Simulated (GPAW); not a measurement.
Wanted: an ASE script for a GPAW 26.7.0 run.

```yaml
Task: single point
Functional: PBEsol
Potentials_or_basis: PAW data sets generated in the run's folder for this functional
Cutoff: 600 eV
Basis: pw
k_mesh: 8 × 8 × 8
Occupations: fermi-dirac, width 0.05 eV
Spin: no spin polarisation
Maxiter: 150
```

The system is Ge.

```
CELL_PARAMETERS angstrom
0.00000 2.82891 2.82891
2.82891 0.00000 2.82891
2.82891 2.82891 0.00000
ATOMIC_POSITIONS crystal
Ge 0.75000 0.75000 0.75000
Ge 0.50000 0.50000 0.50000
```

One way to write it, as run:

run.py

```python
from ase import Atoms
from ase.dft.bandgap import bandgap
from ase.io import write
from ase.units import GPa
from gpaw import GPAW, PW, setup_paths

setup_paths.insert(0, '.')

atoms = Atoms(['Ge', 'Ge'],
              cell=[[0.0, 2.82891, 2.82891],
                    [2.82891, 0.0, 2.82891],
                    [2.82891, 2.82891, 0.0]],
              scaled_positions=[[0.75, 0.75, 0.75],
                                [0.5, 0.5, 0.5]],
              pbc=True)

calc = GPAW(mode=PW(600),
            xc='PBEsol',
            kpts={'size': (8, 8, 8), 'gamma': True},
            occupations={'name': 'fermi-dirac', 'width': 0.05},
            nbands=11,
            convergence={'density': 1e-05, 'energy': 1e-05},
            maxiter=150,
            txt='gpaw.txt')
atoms.calc = calc
energy = atoms.get_potential_energy()
forces = atoms.get_forces()
stress = atoms.get_stress()
calc.write('gs.gpw')
write('result.traj', atoms)
print(f'Energy: {energy:.6f} eV')
print('Forces (eV/A):')
print(forces.round(4))
print('Stress (GPa):', (stress / GPa).round(3))
print('Fermi level:', round(calc.get_fermi_level(), 4), 'eV')
print(f'Gap: {bandgap(calc)[0]:.4f} eV, direct: {bandgap(calc, direct=True)[0]:.4f} eV')
```

Potentials or basis: PAW data sets generated in the run's folder for this functional, pw.

Launch:

```sh
$ gpaw-setup -f PBEsol Ge
$ OMP_NUM_THREADS=1 python run.py
```

It gave:

```yaml
Pressure: 0.9 GPa
Band_gap_on_the_k_mesh: 0.04 eV, direct
```

Run time: 10 s on 1 thread of Arm Neoverse V2, on a shared host, peak memory 0.14 GiB.
